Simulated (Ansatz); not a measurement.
A relaxation computed with Ansatz, from input to last step.

```yaml
crystal:
  lattice:
    - [4.6764952637, 0.0, 0.0]
    - [-2.3382476318, 4.049963699, 0.0]
    - [0.0, 0.0, 6.437144315]
  atoms:
    - { symbol: Ta, position: [0.5, 0.0, 0.0] }
    - { symbol: Ta, position: [0.5, 0.5, 0.6666666667] }
    - { symbol: Ta, position: [0.0, 0.5, 0.3333333333] }
    - { symbol: Si, position: [0.1584355088, 0.3168710177, 0.0] }
    - { symbol: Si, position: [0.8415644912, 0.1584355088, 0.6666666667] }
    - { symbol: Si, position: [0.6831289823, 0.8415644912, 0.3333333333] }
    - { symbol: Si, position: [0.8415644912, 0.6831289823, 0.0] }
    - { symbol: Si, position: [0.1584355088, 0.8415644912, 0.6666666667] }
    - { symbol: Si, position: [0.3168710177, 0.1584355088, 0.3333333333] }
basis:
  ecutwfc: 500
kpoints:
  mp_grid: { grid: [12, 12, 6] }
hamiltonian:
  xc: r2scan
scf:
  occupations: { method: gaussian, width: 0.1 }
output:
  forces: true
  stress: true
  eigenvalues: true
relax:
  adjacent_minimum: "off"
  f_tol: 0.01
  max_steps: 30
  cell: { stress_tol: 0.1, fix: [volume] }
```

```bash
ansatz run input.yaml --threads 2 --pin off --max-ram 5120MiB --backend cpu --events-out ev --progress --plain --runs-dir out
```

These are results of Ansatz, DFT r2SCAN, scalar-relativistic, plane waves, PAW, not measurements.

The volume is held at 0.94 times that of the relaxed cell.

Of 4 frames 3 are shown, positions in Å and forces in eV/Å; the SCF threshold varies from step to step. Steps run on the plane waves of an earlier cell, with a Pulay correction in the pressure. The basis is chosen afresh for the last frame, the zero of the energies, and at times for earlier ones too; energy and pressure can step there, also at an unchanged geometry. Where two frames share a geometry here, they differ by under 2 meV/atom and 0.3 GPa.

```xyz
9
Lattice="4.6765 0.0000 0.0000 -2.3382 4.0500 0.0000 0.0000 0.0000 6.4371" Properties=species:S:1:pos:R:3:forces:R:3 pbc="T T T" step=1 free_energy_over_end_meV_per_atom=0.14 pressure_GPa=13.80
Ta    2.3382    0.0000    0.0000    0.0000    0.0000    0.0000
Ta    1.1691    2.0250    4.2914    0.0000    0.0000    0.0000
Ta   -1.1691    2.0250    2.1457    0.0000    0.0000    0.0000
Si    0.0000    1.2833    0.0000    0.0000    0.0107    0.0000
Si    3.5651    0.6417    4.2914   -0.0093    0.0053    0.0000
Si    1.2269    3.4083    2.1457   -0.0093   -0.0053    0.0000
Si    2.3382    2.7666    0.0000    0.0000   -0.0107    0.0000
Si   -1.2269    3.4083    4.2914    0.0093   -0.0053    0.0000
Si    1.1114    0.6417    2.1457    0.0093    0.0053    0.0000
9
Lattice="4.6698 0.0000 0.0000 -2.3349 4.0442 0.0000 0.0000 0.0000 6.4556" Properties=species:S:1:pos:R:3:forces:R:3 pbc="T T T" step=2 free_energy_over_end_meV_per_atom=0.01 pressure_GPa=13.67
Ta    2.3349    0.0000    0.0000    0.0000    0.0000    0.0000
Ta    1.1674    2.0221    4.3038    0.0000    0.0000    0.0000
Ta   -1.1674    2.0221    2.1519    0.0000    0.0000    0.0000
Si    0.0000    1.2827    0.0000    0.0000    0.0103    0.0000
Si    3.5590    0.6413    4.3038   -0.0089    0.0052    0.0000
Si    1.2241    3.4028    2.1519   -0.0089   -0.0052    0.0000
Si    2.3349    2.7615    0.0000    0.0000   -0.0103    0.0000
Si   -1.2241    3.4028    4.3038    0.0089   -0.0052    0.0000
Si    1.1108    0.6413    2.1519    0.0089    0.0052    0.0000
9
Lattice="4.6711 0.0000 0.0000 -2.3356 4.0453 0.0000 0.0000 0.0000 6.4520" Properties=species:S:1:pos:R:3:forces:R:3 pbc="T T T" step=4 free_energy_over_end_meV_per_atom=0.00 pressure_GPa=13.70
Ta    2.3356    0.0000    0.0000    0.0000    0.0000    0.0000
Ta    1.1678    2.0227    4.3013    0.0000    0.0000    0.0000
Ta   -1.1678    2.0227    2.1507    0.0000    0.0000    0.0000
Si    0.0000    1.2833    0.0000    0.0000    0.0020    0.0000
Si    3.5598    0.6417    4.3013   -0.0017    0.0010    0.0000
Si    1.2242    3.4037    2.1507   -0.0017   -0.0010    0.0000
Si    2.3356    2.7620    0.0000    0.0000   -0.0020    0.0000
Si   -1.2242    3.4037    4.3013    0.0017   -0.0010    0.0000
Si    1.1114    0.6417    2.1507    0.0017    0.0010    0.0000
```

The run took 41 s on 2 threads of AMD EPYC 9R45 96-Core Processor (Zen 5), on a shared host, peak memory 0.86 GiB.

Spin–orbit coupling is left out, which can shift energies with elements as heavy as these.